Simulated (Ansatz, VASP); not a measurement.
# One calculation of Ti, two programs

```
Ti
1.0
    -1.64100    1.64100    1.64100
     1.64100   -1.64100    1.64100
     1.64100    1.64100   -1.64100
Ti
1
Cartesian
  0.0000 0.0000 0.0000
```

This isn't the form of Ti at room conditions, which is hcp.

Alike in both runs: task relaxation of cell and atoms; functional PBE; k mesh 11 × 11 × 11; occupations fermi-dirac, width 0.05 eV; no spin polarisation.

|  | VASP | Ansatz |
| --- | --- | --- |
| version | VASP 6.6.1 | Ansatz 0.2.0 |
| potentials or method | VASP PAW PBE potentials, release 64 (Ti_sv) | Ansatz PAW |
| plane-wave cutoff (eV) | 600 | 420 |
| valence electrons in the cell | 12 | 12 |

VASP gave:

| Quantity | Value |
| --- | --- |
| gap on the k mesh at the Fermi level, each at its own relaxed structure (eV) | none |
| relaxed volume (Å³/atom) | 17.20 |
| relaxed cell length with the largest relative difference (Å) | 2.816 |
| energy change over the relaxation (meV/atom) | -4 |

Question: Which values does Ansatz return?

Answer: gap on the k mesh at the Fermi level, each at its own relaxed structure (eV): none; relaxed volume (Å³/atom): 17.24; relaxed cell length with the largest relative difference (Å): 2.819; energy change over the relaxation (meV/atom): -3.

A gap of «none» marks a metal or a gap that the smearing closes.

Caveats: the plane-wave basis is chosen anew once the cell has moved, so the energies of steps on either side of that aren't comparable (Ansatz).
